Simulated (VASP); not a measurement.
Runs of VASP 6.6.1 on V. The structure is cubic, space group Im-3m (No. 229). The conventional cell has a = 3.029 Å, b = 3.029 Å, c = 3.029 Å, α = 90.00°, β = 90.00°, γ = 90.00°. V (site symmetry m-3m) is surrounded by 8 V at 2.62 Å. 

```tsv
task	level	potentials or basis	spin	U	cell	cutoff (eV)	smearing	LDAUTYPE	hund's J	other keys	gap on the mesh (eV)	pressure (GPa)	moment (μB)
single point	PBE	VASP PAW PBE potentials, release 64 (V_sv)	collinear, ferromagnetic start	-	cell strained at random at fixed volume	520	fermi-dirac 0.05 eV	-	-	-	none	-5.1	0.00
single point	PBE	VASP PAW PBE potentials, release 64 (V_sv)	collinear, ferromagnetic start	-	as given	520	fermi-dirac 0.05 eV	-	-	-	none	-5.2	0.00
single point	PBE	VASP PAW PBE potentials, release 64 (V_sv)	collinear, ferromagnetic start	-	as given	520	gaussian 0.02 eV	-	-	-	none	-5.2	0.12
electric field gradients	LDA+U	VASP PAW LDA potentials, release 64 (V_sv)	collinear, random start	V d U = 3 eV, J = 0.5 eV	volume scaled by 1.08	520	tetrahedron	2	0.5	NBANDS = 10	none	(a)	0.70
density of states	r2SCAN+U	VASP PAW PBE potentials, release 64 (V_sv)	collinear, random start	V d U = 4.5 eV	as given	450	tetrahedron	-	-	NELMIN = 8; LREAL = Auto; ENCUT = 450	none	34.4	1.75
electric field gradients	PBEsol+U	VASP PAW PBE potentials, release 64 (V)	collinear, ferromagnetic start	V d U = 6 eV, J = 1.0 eV	as given	500	tetrahedron	2	1	-	none	29.6	2.05
```

Alike in all rows: k mesh 12 × 12 × 12.

Q: Estimate the missing entries.

A: (a) -19.7.

Caveats: the U is typed as a test and isn't derived for this compound (some runs); tetrahedron occupations give inexact forces and stress in metals (some runs); a pressure of tens of GPa on the cell as given is suspect, and the run, the potentials or the cell itself is likely at fault (some runs); the PAW data sets were made with another functional, which shifts forces and pressure a little (some runs).

A gap of «none» marks a metal or a gap under the smearing width.

The runs don't all hold the same shells in valence.
